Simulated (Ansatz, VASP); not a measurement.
## One calculation of Si, two programs

```
Si
1.0
     0.00000    2.17065    2.17065
     2.17065    0.00000    2.17065
     2.17065    2.17065    0.00000
Si
2
Direct
  0.87500 0.87500 0.87500
  0.12500 0.12500 0.12500
```

Change from the starting cell: volume scaled by 0.5, LAPW.

Alike in both runs: task single point; functional PBE; k mesh 12 × 12 × 12; occupations fermi-dirac, width 0.08 eV; no spin polarisation.

```csv
,VASP,Ansatz
version,VASP 6.6.1,Ansatz 0.2.0
potentials or method,"VASP PAW PBE potentials, release 64 (Si), cutoff 520 eV","all-electron LAPW, scalar-relativistic"
```

VASP gave:

* pressure (GPa): 234.3

Q: Estimate Ansatz's values.

A: Pressure (GPa): 233.5.

Ansatz ran all-electron here, so the differences hold the error of VASP's frozen core and of both bases.

Caveats: the cell as given lies far from equilibrium; so large a pressure means that the cell lies far from this level's equilibrium, or that cutoff or potentials fall short (VASP).
